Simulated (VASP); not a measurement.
**Hf3H: single point with PBEsol**

The system is Hf3H, a slab with vacuum.

```
Hf H
1.0
     3.12407    0.00000    0.00000
    -1.56203    2.70552    0.00000
     0.00000    0.00000   24.10158
Hf H
3 1
Cartesian
  1.5620 0.9018 8.5000
  0.0000 1.8037 10.9040
  0.0000 0.0000 13.4084
  0.0000 1.8037 14.4807
```

```yaml
Program: VASP 6.6.1
Task: single point
Functional: PBEsol
Potentials_or_basis: VASP PAW PBE potentials, release 64 (Hf_pv, H)
Cutoff: 520 eV
k_mesh: 9 × 9 × 1
Occupations: gaussian, width 0.1 eV
Spin: no spin polarisation
Dipole_correction: yes
Further_INCAR_settings: ALGO = Normal; EDIFF = 1e-06; NBANDS = 24
```

```json
{"Largest force": "0.013 eV/Å", "Band gap on the k mesh": "none (metal or under the smearing width)"}
```

Forces on the atoms (eV/Å):
```
Hf   0.000  0.000  0.013
Hf   0.000  0.000 -0.002
Hf   0.000  0.000 -0.001
H    0.000  0.000 -0.010
```

Levels at points of the mesh, in eV from the Fermi level:
```
           k point  band 11  band 12  band 13  band 14  band 15  band 16  band 17  band 18  band 19  band 20
(0.00, 0.00, 0.00)    -6.25    -4.42    -1.52    -0.11     0.54     1.11     1.11     1.26     1.48     1.48
```

Wall time 2.4 min on 1 thread of Intel(R) Xeon(R) Platinum 8259CL CPU @ 2.50GHz (Skylake/Cascade Lake), with other jobs on the host, peak memory 0.33 GiB.

Caveat: the PAW data sets were made with another functional, which shifts forces and pressure a little. Spin-orbit coupling is left out, which matters for the levels of Hf.
